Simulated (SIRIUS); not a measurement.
**MoS2 under changes of volume**

One of the cells (17.864 Å³/atom); the others are scaled copies at fixed shape and fractional positions:

```xyz
6
Lattice="3.1690 0.0000 0.0000 -1.5845 2.7444 0.0000 0.0000 0.0000 12.3240" Properties=species:S:1:pos:R:3 pbc="T T T"
Mo    1.5845    0.9148    9.2430
Mo    0.0000    1.8296    3.0810
S     1.5845    0.9148    4.6461
S     0.0000    1.8296   10.8081
S     1.5845    0.9148    1.5159
S     0.0000    1.8296    7.6779
```

| Quantity | Value |
| --- | --- |
| Program | SIRIUS 7.12.0 |
| Functional | PBEsol |
| Potentials or basis | all-electron FP-LAPW |
| Cutoff | 200 eV |
| Basis | apw+lo standard |
| k mesh | 10 × 10 × 3 |
| Occupations | fermi-dirac, width 0.05 eV |
| Spin | no spin polarisation |

```csv
volume (Å³/atom),energy over the lowest point (meV/atom),gap on the mesh (eV)
16.792,15.81,0.82
17.149,?,?
17.507,0.00,0.86
17.864,3.29,0.89
18.221,13.01,0.90
18.578,28.55,0.92
18.936,49.14,0.93
```

Q: What does the run at 17.149 Å³/atom give?

A: Energy over the lowest point 3.93 meV/atom; gap on the mesh 0.84 eV.

Worked out: A Birch-Murnaghan fit of order 3 (a polynomial in V^(-2/3)) to the other rows has its minimum at 17.51 Å³/atom with B0 = V·E''(V) = 158 GPa and B' = 4.6 at fixed shape and positions, which overstates the stiffness. It gives 3.87 meV/atom at 17.149 Å³/atom, against the run's 3.93. A parabola through the other rows of the gap, of slope 1.11 eV per unit of ln V there, gives 0.84 eV, against the run's 0.84.

Energies are extrapolated to zero smearing.

Caveats: an odd mesh through Γ misses points on the zone boundary, where band edges often lie; this functional lacks dispersion, which binds the layers, so the pressure and a relaxed spacing across them are unreliable. Spin-orbit coupling on Mo is left out.
